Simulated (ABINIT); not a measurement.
BP:

```
P B
1.0
     0.00000    2.26900    2.26900
     2.26900    0.00000    2.26900
     2.26900    2.26900    0.00000
P B
1 1
Direct
  0.75000 0.75000 0.75000
  0.00000 0.00000 0.00000
```

Base run:

* Program: ABINIT 10.8.3 (patched build)
* Functional: HSE06
* Potentials or basis: SG15 NC PBE v1.2
* Cutoff: 599 eV
* k mesh: 6 × 6 × 6
* Occupations: fermi-dirac, width 0.05 eV
* Spin: no spin polarisation

Its results: band gap on the k mesh 3.36 eV, indirect (least direct gap 5.73 eV).

Problem. The run is repeated on the same cell with these changes: share of exact exchange from 0.5 to 0.25. What comes out?

Solution. Band gap on the k mesh 2.37 eV, indirect (least direct gap 4.55 eV).

Caveats: exact exchange is summed on a coarse mesh, which widens gaps by tenths of an eV; Libxc's HSE differs a little from that of other programs.

A k mesh can miss the band edges.
